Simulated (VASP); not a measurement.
# Be (P1) in VASP: single point with LDA

Aim: the single point of Be with LDA.

Program: VASP 6.6.1. These are calculated values, not measurements. Logs are shortened: lines on timing, memory, paths and dates and some standing lists are left out, and cuts for length are marked.

## 1. The structure

The typed cell holds 15 atoms: a = 4.161 Å, b = 7.289 Å, c = 4.140 Å, α = 89.29°, β = 100.32°, γ = 105.19°.

The cell was built by a generator and needn't be a form met in nature.

## 2. Single point, LDA

File INCAR:

```
SYSTEM = Be
PREC = Accurate
ENCUT = 520
EDIFF = 1E-6
ISMEAR = -1
SIGMA = 0.1041
LREAL = Auto
LASPH = .True.
NELM = 100
ALGO = Fast
ISIF = 2
LWAVE = .False.
LCHARG = .True.
LELF = .True.
LVHAR = .True.
NBANDS = 28
```

File KPOINTS:

```
Automatic mesh
0
Gamma
  5 3 5
  0.5 0.5 0.5
```

File POSCAR:

```
Be
1.0
    4.1614481400     -0.0068055500      0.0039570600
   -1.8982171400      7.0371016500      0.0033751100
   -0.7455842600     -0.1500037100      4.0696384100
Be
15
Direct
    0.7341920000      0.3652550000      0.1805860000
    0.2405160000      0.6234180000      0.7876480000
    0.0348790000      0.0089350000      0.9966940000
    0.9169710000      0.1185050000      0.4787400000
    0.1116240000      0.8770150000      0.5129060000
    0.8372060000      0.4069180000      0.6789690000
    0.1384850000      0.5842870000      0.2987480000
    0.1560660000      0.3113130000      0.0409480000
    0.8404610000      0.6670390000      0.9641380000
    0.5264440000      0.1314420000      0.8280910000
    0.4568630000      0.8703560000      0.1341370000
    0.4284370000      0.1195180000      0.3494870000
    0.5817290000      0.8664350000      0.6751470000
    0.3067060000      0.3776050000      0.5697260000
    0.6924460000      0.6408490000      0.4260640000
```

Potentials or basis: VASP PAW LDA potentials, release 64 (Be).

Command:

```bash
> cat potpaw_LDA.64/Be/POTCAR > POTCAR
> mpirun -np 1 vasp_std > vasp.out
```

OUTCAR:

```text
SYSTEM = Be
   PREC = Accurate
   ENCUT = 520
   EDIFF = 1E-6
   ISMEAR = -1
   LREAL = Auto
   LASPH = .True.
   NELM = 100
   ISIF = 2

 ion  position               nearest neighbor table
   1  0.734  0.365  0.181-   7 1.98   6 2.04   8 2.07  12 2.10  10 2.15   6 2.20   8 2.30  15 2.32
                             9 2.33   4 2.38
   2  0.241  0.623  0.788-   6 1.97   7 2.00   9 2.03  13 2.07  14 2.12  11 2.20   7 2.23   5 2.29

   3  0.035  0.009  0.997-  12 1.99  13 2.13   8 2.13  11 2.23  10 2.24   4 2.29   4 2.34   5 2.34
                             5 2.34
   4  0.917  0.119  0.479-  12 2.01   5 2.12  14 2.13  13 2.24  12 2.28   3 2.29   3 2.34   1 2.38
                            10 2.38
   5  0.112  0.877  0.513-  13 1.97  15 2.09  12 2.09   4 2.12   2 2.29  11 2.32   3 2.34   3 2.34
                             7 2.36  10 2.39
   6  0.837  0.407  0.679-   2 1.97   1 2.04   8 2.06  14 2.13  14 2.15  15 2.15   1 2.20  10 2.23
                             9 2.24   7 2.35
   7  0.138  0.584  0.299-   9 1.89   1 1.98   2 2.00  14 2.06  15 2.16  15 2.20   2 2.23   8 2.29
                            11 2.33   6 2.35   5 2.36
   8  0.156  0.311  0.041-   6 2.06   1 2.07   3 2.13  14 2.17  14 2.19  12 2.27   7 2.29   1 2.30

   9  0.840  0.667  0.964-   7 1.89   2 2.03  15 2.10  15 2.20  13 2.24   6 2.24   1 2.33
  10  0.526  0.131  0.828-  12 1.95  13 2.12   1 2.15   6 2.23   3 2.24  11 2.26  12 2.26  14 2.38
                             4 2.38   5 2.39
  11  0.457  0.870  0.134-  13 2.06  12 2.07   2 2.20  13 2.21   3 2.23  10 2.26   5 2.32   7 2.33
                            15 2.37
  12  0.428  0.120  0.349-  10 1.95   3 1.99   4 2.01  11 2.07   5 2.09   1 2.10  10 2.26   8 2.27
                             4 2.28  14 2.31
  13  0.582  0.866  0.675-   5 1.97  11 2.06   2 2.07  10 2.12   3 2.13  15 2.14  11 2.21   4 2.24
                             9 2.24
  14  0.307  0.378  0.570-   7 2.06   2 2.12   6 2.13   4 2.13   6 2.15   8 2.17   8 2.19  15 2.30
                            12 2.31  10 2.38
  15  0.692  0.641  0.426-   5 2.09   9 2.10  13 2.14   6 2.15   7 2.16   7 2.20   9 2.20  14 2.30
                             1 2.32  11 2.37

  LATTYP: Found a triclinic cell.
 ALAT       =     6.3741068023
 B/A-ratio  =     1.7138670490
 C/A-ratio  =     2.9160894088
 COS(alpha) =     0.0095422390
 COS(beta)  =     0.6540971921
 COS(gamma) =     0.7569947615

  Lattice vectors:

 A1 = (   4.9070324000,   0.1431981600,  -4.0656813500)
 A2 = (   7.1702634000,   7.1734942600,  -4.0583491800)
 A3 = (   9.4490509400, -13.7810014300,  -8.1420699800)

Analysis of symmetry for initial positions (statically):
=====================================================================
 Subroutine PRICEL returns:
 Original cell was already a primitive cell.

 Routine SETGRP: Setting up the symmetry group for a
 triclinic supercell.

 Subroutine GETGRP returns: Found  1 space group operations
 (whereof  1 operations were pure point group operations)
 out of a pool of  2 trial point group operations.

The static configuration has the point symmetry C_1 .

Analysis of symmetry for dynamics (positions and initial velocities):
=====================================================================
 Subroutine PRICEL returns:
 Original cell was already a primitive cell.

 Routine SETGRP: Setting up the symmetry group for a
 triclinic supercell.

 Subroutine GETGRP returns: Found  1 space group operations
 (whereof  1 operations were pure point group operations)
 out of a pool of  2 trial point group operations.

The dynamic configuration has the point symmetry C_1 .

 Subroutine INISYM returns: Found  1 space group operations
 (whereof  1 operations are pure point group operations),
 and found     1 'primitive' translations

----------------------------------------------------------------------------------------

                                     Primitive cell

  volume of cell :     119.1489

  direct lattice vectors                    reciprocal lattice vectors
     4.161448140 -0.006805550  0.003957060     0.240362815  0.064814202  0.046425034
    -1.898217140  7.037101650  0.003375110     0.000227468  0.142162783  0.005281683
    -0.745584260 -0.150003710  4.069638410    -0.000233902 -0.000180922  0.245672555
[... 53 lines left out ...]

  Length of vectors
     0.050647980  0.047420348  0.049134547

  Shift w.r.t. Gamma in fractional coordinates (k-lattice)
     0.500000000  0.500000000  0.500000000

 Subroutine IBZKPT returns following result:
 ===========================================

 Found     38 irreducible k-points:

 Following reciprocal coordinates:
            Coordinates               Weight
  0.100000  0.166667  0.100000      2.000000
  0.300000  0.166667  0.100000      2.000000
  0.500000  0.166667  0.100000      2.000000
 -0.300000  0.166667  0.100000      2.000000
 -0.100000  0.166667  0.100000      2.000000
  0.100000  0.500000  0.100000      2.000000
[... 16 lines left out ...]
  0.500000  0.500000  0.300000      2.000000
 -0.300000  0.500000  0.300000      2.000000
 [... further k-points ...]
   k-points           NKPTS =     38   k-points in BZ     NKDIM =     38   number of bands    NBANDS=     28
   number of dos      NEDOS =    301   number of ions     NIONS =     15
   total plane-waves  NPLWV =  55296
   dimension x,y,z NGX =    32 NGY =   54 NGZ =   32
   dimension x,y,z NGXF=    64 NGYF=  108 NGZF=   64
   ions per type =              15
   NGX,Y,Z   is equivalent  to a cutoff of  12.78, 12.32, 12.85 a.u.
   NGXF,Y,Z  is equivalent  to a cutoff of  25.57, 24.63, 25.70 a.u.
 SYSTEM =  Be
   PREC   = accura    normal or accurate (medium, high low for compatibility)
   ISTART =      0    job   : 0-new  1-cont  2-samecut
   ICHARG =      2    charge: 1-file 2-atom 10-const
   ISPIN  =      1    spin polarized calculation?
   LNONCOLLINEAR =      F non collinear calculations
   LSORBIT =      F    spin-orbit coupling
   LASPH  =      T    aspherical Exc in radial PAW
   ENCUT  =  520.0 eV  38.22 Ry    6.18 a.u.   7.74 13.55  7.70*2*pi/ulx,y,z
   NELM   =    100;   NELMIN=  2; NELMDL= -5     # of ELM steps
   EDIFF  = 0.1E-05   stopping-criterion for ELM
   LREAL  =      T    real-space projection
   EDIFFG = 0.1E-04   stopping-criterion for IOM
   NSW    =      0    number of steps for IOM
   IBRION =     -1    ionic relax: 0-MD 1-quasi-New 2-CG
   NFREE  =      0    steps in history (QN), initial steepest desc. (CG)
   ISIF   =      2    stress and relaxation
   ISYM   =      2    0-nonsym 1-usesym 2-fastsym
   POTIM  = 0.5000    time-step for ionic-motion
   TEBEG  =    0.0;   TEEND  =   0.0 temperature during run
   PSTRESS=    0.0 pullay stress
   NELECT =      30.0000    total number of electrons
   NUPDOWN=      -1.0000    fix difference up-down
   EMIN   =  10.00;   EMAX   =-10.00  energy-range for DOS
   EFERMI =   0.00;   METHOD = LEGACY
   ISMEAR =    -1;   SIGMA  =   0.10  broadening in eV -4-tet -1-fermi 0-gaus
   EFERMI_NEDOS =   21; number of points for ismear=-14 and -15
   IALGO  =     68    algorithm
   IMIX   =      4    mixing-type and parameters
     AMIX     =   0.40;   BMIX     =  1.00
     AMIX_MAG =   1.60;   BMIX_MAG =  1.00
  volume/ion in A,a.u.               =       7.94        53.60
  Fermi-wavevector in a.u.,A,eV,Ry     =   1.033757  1.953518 14.539921  1.068654
  Thomas-Fermi vector in A             =   2.168019
   LORBIT       =      0    0 simple, 1 ext, 2 COOP (PROOUT), +10 PAW based schemes
   GGA     = CA    functional components
   LHFCALC =     F    Hartree Fock is set to
   AEXX    =    0.0000 exact exchange contribution
   IVDW    =     0    specifies the selected vdW correction
   LEPSILON=     F    determine dielectric tensor
   LRPA    =     F    only Hartree local field effects (RPA)
 non-spin polarized calculation
 RMM-DIIS sequential band-by-band and
  energy-cutoff  :      520.00
  volume of cell :      119.15
 maximum number of plane-waves:      3225
   NGX = 15   NGY = 27   NGZ = 15

 number of electron      30.0000000 magnetization

 Free energy of the ion-electron system (eV)
  ---------------------------------------------------
  ext. energy  EPLUGINS =         0.00000000
  ---------------------------------------------------
  free energy    TOTEN  =       -59.97243493 eV

  energy without entropy =      -59.89736233  energy(sigma->0) =      -59.93489863

 E-fermi :   6.5781     XC(G=0): -10.5791

 val. band max:        6.5597968046   @ k =   0.1000   0.5000   0.1000
 cond. band min:       6.6050159454   @ k =   0.3000   0.1667   0.1000
 fundamental gap:      0.0452191409
 Fermi energy:         6.5781191366

 k-point     1 :       0.1000    0.1667    0.1000
  band No.  band energies     occupation
      1      -4.2066      2.00000
      2      -2.9897      2.00000
      3      -1.0937      2.00000
      4       0.5885      2.00000
      5       0.8016      2.00000
      6       1.6231      2.00000
[... 709 lines left out ...]
     26      12.8346      0.00000
     27      13.4383      0.00000

 [... further k-points ...]

 [bands above 27 left out]

------------------------ aborting loop because EDIFF is reached ----------------------------------------

  FORCE on cell =-STRESS in cart. coord.  units (eV):
  Direction    XX          YY          ZZ          XY          YZ          ZX
  --------------------------------------------------------------------------------------
  -------------------------------------------------------------------------------------
  Total        0.0289044      0.6161666      1.9285393      1.4202807      0.6747345      1.6419745
  in kB        0.3886730      8.2854994     25.9327776     19.0983011      9.0730531     22.0793837
  external PRESSURE =      11.5356500 kB  Pullay stress =       0.0000000 kB

 VOLUME and BASIS-vectors are now :
 -----------------------------------------------------------------------------
  energy-cutoff  :      520.00
  volume of cell :      119.15
      direct lattice vectors                 reciprocal lattice vectors
     4.161448140 -0.006805550  0.003957060     0.240362815  0.064814202  0.046425034
    -1.898217140  7.037101650  0.003375110     0.000227468  0.142162783  0.005281683
    -0.745584260 -0.150003710  4.069638410    -0.000233902 -0.000180922  0.245672555

 POSITION                                       TOTAL-FORCE (eV/Angst)
 -----------------------------------------------------------------------------------
      2.22733      2.53825      0.73906        -0.853301      0.145784     -0.438629
     -0.76975      4.26727      3.20850         1.132245      0.486743      1.069373
     -0.61493     -0.08687      4.05635        -0.815630     -0.852625     -0.270662
      3.23404      0.75588      1.95233         0.600987      0.322044      0.292836
     -1.58266      6.09395      2.09074        -1.102538     -0.308359     -0.166398
      2.20534      2.75598      2.76784         0.123184     -0.859438      0.356663
     -0.75555      4.06593      1.21832         0.695046      0.703683      0.070750
      0.02799      2.18354      0.16831         0.626810     -0.033059      0.040182
      1.51250      4.54368      3.92927        -1.545158      1.101722     -0.992752
      1.32385      0.79717      3.37256        -0.026472      0.288922      1.657981
      0.14908      6.10155      0.55063         0.317345     -0.818937     -0.062055
      1.29548      0.78572      1.42438        -1.252776      0.561795     -0.885060
      0.27277      5.99196      2.75283         1.857706      0.566983     -0.688299
      0.13479      2.56970      2.32107         0.632687      0.037521     -0.186629
      1.34744      4.44110      1.73883        -0.390135     -1.342779      0.202700
 -----------------------------------------------------------------------------------
    total drift:                               -0.000649     -0.000193     -0.000860

  FREE ENERGIE OF THE ION-ELECTRON SYSTEM (eV)
  ---------------------------------------------------
  free  energy   TOTEN  =       -59.9724349305 eV

  energy  without entropy=      -59.8973623329  energy(sigma->0) =      -59.93489863
```

Wall time 2.6 min (1 thread of Intel Xeon Platinum 8488C (Sapphire Rapids), shared host); peak memory 0.22 GiB.

Results:

* Free energy: -59.9724 eV
* Pressure: 1.2 GPa
* Largest force: 2.142 eV/Å
* Band gap on the k mesh: none (metal or under the smearing width)

Forces in eV/Å, atoms in the order of the input:
```
Be  -0.853  0.146 -0.439
Be   1.132  0.487  1.069
Be  -0.816 -0.853 -0.271
Be   0.601  0.322  0.293
Be  -1.103 -0.308 -0.166
Be   0.123 -0.859  0.357
Be   0.695  0.704  0.071
Be   0.627 -0.033  0.040
Be  -1.545  1.102 -0.993
Be  -0.026  0.289  1.658
Be   0.317 -0.819 -0.062
Be  -1.253  0.562 -0.885
Be   1.858  0.567 -0.688
Be   0.633  0.038 -0.187
Be  -0.390 -1.343  0.203
```

Stress tensor (GPa, compression positive):
```
0.04 1.91 2.21
1.91 0.83 0.91
2.21 0.91 2.59
```

Levels at points of the mesh, in eV from the Fermi level:
```
           k point  band 11  band 12  band 13  band 14  band 15  band 16  band 17  band 18  band 19  band 20
(0.50, 0.50, 0.50)    -4.18    -3.24    -2.38    -2.03    -1.34     2.04     2.60     3.50     3.90     4.15
```

Caveat: forces of over 1 eV/Å show positions far from the minimum, so gaps and moduli don't describe the material at rest.
